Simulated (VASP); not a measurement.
# NaH (strained zincblende), PBE single-point calculation: Ansatz's output and VASP's

```yaml
crystal:
  lattice:
    - [0.03895, 2.59692, 2.59692]
    - [2.59692, 0.03895, 2.59692]
    - [2.63587, 2.63587, 0.00000]
  atoms:
    - { symbol: Na, position: [0.00290, 0.00290, 0.99710] }
    - { symbol: H, position: [0.24710, 0.24710, 0.25290] }
```

Ansatz printed

```
SCF 1 converged in 6 iterations: F = -1502.581875 eV  dr2 = 1.13e-11
  greatest PAW one-centre occupation: 0.999 electrons in one spin orbital (limit 2), on the Na atom at site 0 (counted from 0), in its partial waves of l = 0
NSCF: frozen V_eff on 6 k-points
SCF converged after 6 iterations
Free energy (F): -1502.581875 eV
Harris-Foulkes:  -1502.581875 eV  (|F-HF|=1.09e-10)
Internal energy: -1502.581875 eV  (E = F + TS)
E sigma→0 (E₀):  -1502.581875 eV
Fermi energy:    1.459094 eV
--- Per-component energies (eV) ---
  E_band       = -237.240508
  E_kinetic    = 134.074717
  E_local      = -1415.044316  (includes V_loc(G=0)·N_el)
  E_nonlocal   = 116.601054
  E_hartree    = 514.590860
  E_xc         = -48.046378
  E_vxc        = -61.772605  (∫ρ·V_xc dr)
  E_paw        = -263.567407  (= ΣΔE_a)
  E_vpaw       = -40.279833  (= ΣTr[D̂ρ^β])
  E_aug_tail   = -0.001271  (compensation charges beyond the density's cutoff)
  E_ewald      = -541.189134
  E_smearing   = -0.000000  (= −TS)
  E_closure    = -0.000000  (closes the sum)
  Σ components = -1502.581875   (vs F -1502.581875, Δ=0.00e0)
--- Forces (eV/Å), atoms counted from 1 ---
  atom   1  Na    -0.00000000     0.00000000    -0.00025991
  atom   2  H     -0.00000000    -0.00000000     0.00026076
  max |Σ_I F_I| component: 8.53e-7 eV/Å
--- Stress (GPa, compression-positive) ---
        0.254229      -0.403223      -0.000000
       -0.403223       0.254229      -0.000000
       -0.000000      -0.000000       0.233773
  P = ⅓ Tr σ = 0.2474 GPa (2.474 kbar)
--- Band table (eV; the first three rows and the last of 95) ---
  k-point 0: bands = ["-50.4205", "-22.3232", "-22.3219", "-22.3207", "-3.1592", "7.8925", "12.7318", "13.0024", "13.3043"]
  k-point 1: bands = ["-50.4202", "-22.3280", "-22.3241", "-22.3221", "-2.9467", "7.1881", "12.0801", "12.6813", "13.0506"]
  k-point 2: bands = ["-50.4193", "-22.3443", "-22.3263", "-22.3241", "-2.3504", "5.5957", "11.1350", "12.3842", "12.6929"]
  k-point 94: bands = ["-50.4172", "-22.3677", "-22.3389", "-22.3379", "-0.4094", "4.7124", "7.1216", "9.1020", "9.7462"]
```

Datasets and cutoffs are each program's own. VASP's cell holds 8 valence electrons and Ansatz's 10. Ansatz's stress includes a Pulay correction; VASP's doesn't.

Task: What does VASP give for the same cell and level of theory?

Result: gap between bands v and c 3.54 eV; least direct gap 4.29 eV; pressure 0.2 GPa.

From OUTCAR

```
k-points           NKPTS =     95   k-points in BZ     NKDIM =     95   number of bands    NBANDS=     11

   NELECT =       8.0000    total number of electrons

   dimension x,y,z NGX =    28 NGY =   28 NGZ =   28
   dimension x,y,z NGXF=    56 NGYF=   56 NGZF=   56

  energy-cutoff  :      520.00
  volume of cell :       35.02
      direct lattice vectors                 reciprocal lattice vectors
     0.038953816  2.596921056  2.596921056    -0.195467711  0.195467711  0.192535695
     2.596921056  0.038953816  2.596921056     0.195467711 -0.195467711  0.192535695
     2.635874872  2.635874872  0.000000000     0.189690340  0.189690340 -0.192535695

 k-points in reciprocal lattice and weights: KPOINTS created by Atomic Simulation Env
   0.00000000  0.00000000  0.00000000       0.002
   0.12500000  0.00000000  0.00000000       0.008
   0.25000000  0.00000000  0.00000000       0.008
   0.37500000  0.00000000  0.00000000       0.008
   0.50000000  0.00000000  0.00000000       0.004
   0.12500000  0.12500000  0.00000000       0.004
   0.25000000  0.12500000  0.00000000       0.008
   0.37500000  0.12500000  0.00000000       0.008
   ...

 E-fermi :  -1.3794

 k-point     1 :       0.0000    0.0000    0.0000
  band No.  band energies     occupation
      1     -23.8825      2.00000
      2     -23.8810      2.00000
      3     -23.8796      2.00000
      4      -4.7269      2.00000
      5       6.3280      0.00000
      6      11.1700      0.00000
      7      11.4408      0.00000
      8      11.7430      0.00000
      9      13.7874      0.00000
     10      14.1332      0.00000
     11      14.4657      0.00000

 k-point     2 :       0.1250    0.0000    0.0000
  band No.  band energies     occupation
      1     -23.8894      2.00000
      2     -23.8824      2.00000
      3     -23.8805      2.00000
      4      -4.5043      2.00000
      5       5.6887      0.00000
      6      10.7798      0.00000
      7      10.9139      0.00000
      8      11.2579      0.00000
      9      14.4041      0.00000
     10      14.7922      0.00000
     11      14.9033      0.00000

 k-point     3 :       0.2500    0.0000    0.0000
  band No.  band energies     occupation
      1     -23.9069      2.00000
      2     -23.8850      2.00000
      3     -23.8827      2.00000
      4      -3.8793      2.00000
      5       4.1772      0.00000
      6       9.6142      0.00000
      7      10.5800      0.00000
      8      10.8827      0.00000
      9      13.6660      0.00000
     10      13.7992      0.00000
     11      14.8638      0.00000

 k-point     4 :       0.3750    0.0000    0.0000
  band No.  band energies     occupation
      1     -23.9242      2.00000
      2     -23.8876      2.00000
      3     -23.8850      2.00000
      4      -3.0343      2.00000
      5       2.5718      0.00000
      6       8.9388      0.00000
      7      10.4684      0.00000
      8      10.7090      0.00000
      9      12.5134      0.00000
     10      12.7126      0.00000
     11      14.0500      0.00000

 k-point     5 :       0.5000    0.0000    0.0000
  band No.  band energies     occupation
      1     -23.9314      2.00000
      2     -23.8887      2.00000
      3     -23.8859      2.00000
      4      -2.5430      2.00000
      5       1.7950      0.00000
      6       8.7306      0.00000
      7      10.4912      0.00000
      8      10.6909      0.00000
      9      12.0579      0.00000
     10      12.2994      0.00000
     11      13.7095      0.00000

 k-point     6 :       0.1250    0.1250    0.0000
  band No.  band energies     occupation
      1     -23.8880      2.00000
      2     -23.8847      2.00000
      3     -23.8821      2.00000
      4      -4.4371      2.00000
      5       5.5719      0.00000
      6      10.0185      0.00000
      7      10.6292      0.00000
      8      12.4225      0.00000
      9      12.8461      0.00000
     10      14.0503      0.00000
     11      15.5544      0.00000

 k-point     7 :       0.2500    0.1250    0.0000
  band No.  band energies     occupation
      1     -23.9009      2.00000
      2     -23.8867      2.00000
      3     -23.8848      2.00000
      4      -3.9526      2.00000
      5       4.5843      0.00000
      6       9.2377      0.00000
      7       9.4376      0.00000
      8      11.6378      0.00000
      9      13.1442      0.00000
     10      13.9972      0.00000
     11      15.9689      0.00000

 k-point     8 :       0.3750    0.1250    0.0000
  band No.  band energies     occupation
      1     -23.9174      2.00000
      2     -23.8901      2.00000
      3     -23.8870      2.00000
      4      -3.1732      2.00000
      5       3.1768      0.00000
      6       8.0302      0.00000
      7       9.2559      0.00000
      8      10.6669      0.00000
      9      13.0111      0.00000
     10      14.5680      0.00000
     11      15.7550      0.00000

 ...

  Total        0.0504194      0.0504194      0.0462715     -0.0885609      0.0000000      0.0000000
  in kB        2.3067443      2.3067443      2.1169746     -4.0517657      0.0000000      0.0000000
  external PRESSURE =       2.2434877 kB  Pullay stress =       0.0000000 kB

 POSITION                                       TOTAL-FORCE (eV/Angst)
 -----------------------------------------------------------------------------------
      2.63587      2.63587      0.01509         0.000000      0.000000     -0.000187
      1.31794      1.31794      1.28338        -0.000000     -0.000000      0.000187
 -----------------------------------------------------------------------------------
    total drift:                                0.000003      0.000003     -0.000446

  FREE ENERGIE OF THE ION-ELECTRON SYSTEM (eV)
  ---------------------------------------------------
  free  energy   TOTEN  =        -4.9885837098 eV

  energy  without entropy=       -4.9885837098  energy(sigma->0) =       -4.98858371
```
